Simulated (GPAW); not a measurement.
Set up this calculation in GPAW 26.7.0, as an ASE script.

```
Task                : relaxation of cell and atoms
Functional          : PBEsol
Dispersion          : D3
Potentials or basis : PAW data sets generated in the run's folder for this functional
Cutoff              : 600 eV
Basis               : pw
k mesh              : 8 × 8 × 8
Occupations         : fermi-dirac, width 0.05 eV
Spin                : no spin polarisation
Maxiter             : 150
Optimizer           : BFGS
Fmax                : 0.02 eV/Å
Max steps           : 60
Convergence         : density=1e-05 forces=0.0001
```

CuI (Marshite):

```xyz
2
Lattice="0.0000 3.0315 3.0315 3.0315 0.0000 3.0315 3.0315 3.0315 0.0000" Properties=species:S:1:pos:R:3 pbc="T T T"
I     0.0000    0.0000    0.0000
Cu    4.5473    4.5473    4.5473
```

These files were run (other wordings do the same):

run.py

```python
from ase import Atoms
from ase.calculators.mixing import SumCalculator
from ase.filters import FrechetCellFilter
from ase.io import write
from ase.optimize import BFGS
from dftd3.ase import DFTD3
from gpaw import GPAW, PW, setup_paths

setup_paths.insert(0, '.')

atoms = Atoms(['I', 'Cu'],
              cell=[[0.0, 3.0315, 3.0315],
                    [3.0315, 0.0, 3.0315],
                    [3.0315, 3.0315, 0.0]],
              scaled_positions=[[0.0, 0.0, 0.0],
                                [0.75, 0.75, 0.75]],
              pbc=True)

calc = GPAW(mode=PW(600),
            xc='PBEsol',
            kpts={'size': (8, 8, 8), 'gamma': True},
            occupations={'name': 'fermi-dirac', 'width': 0.05},
            nbands=19,
            convergence={'density': 1e-05, 'forces': 0.0001},
            maxiter=150,
            txt='gpaw.txt')
atoms.calc = SumCalculator([calc, DFTD3(method='pbesol', damping='d3zero')])
opt = BFGS(FrechetCellFilter(atoms), trajectory='relax.traj', logfile='-')
done = opt.run(fmax=0.02, steps=60)
calc.write('gs.gpw')
write('result.traj', atoms)
print('Converged:', done)
print('Cell:', atoms.cell.cellpar().round(4))
print('Volume:', round(atoms.get_volume(), 4))
print(atoms.get_scaled_positions().round(5))
```

Potentials or basis: PAW data sets generated in the run's folder for this functional, pw.

The run is started by

```bash
$ gpaw-setup -f PBEsol Cu I
$ OMP_NUM_THREADS=1 python run.py
```

Results of the run:

```
Relaxed volume                         : 25.78 Å³/atom
Relaxed cell                           : a = 4.178 Å, b = 4.178 Å, c = 4.178 Å, α = 60.00°, β = 60.00°, γ = 60.00°
Space group after relaxing (to 0.05 Å) : F-43m (No. 216)
Energy gained by relaxing              : 24.4 meV/atom
Ionic steps                            : 4
Pressure after relaxing                : -0.1 GPa
Band gap on the k mesh                 : 1.24 eV, direct
Dispersion energy per atom             : -0.231 eV
```

Caveat: with this Cu data set, volumes or pressures lay over 1.5 % or 2 GPa off other programs in two to four cells of ten; later steps reuse the first step's grids; spin-orbit coupling is left out, which moves the levels of the heavy elements.

It took 83 s on 1 thread of AMD EPYC 7R43 64-Core Processor (Zen 3) (shared host), peak memory 0.22 GiB.
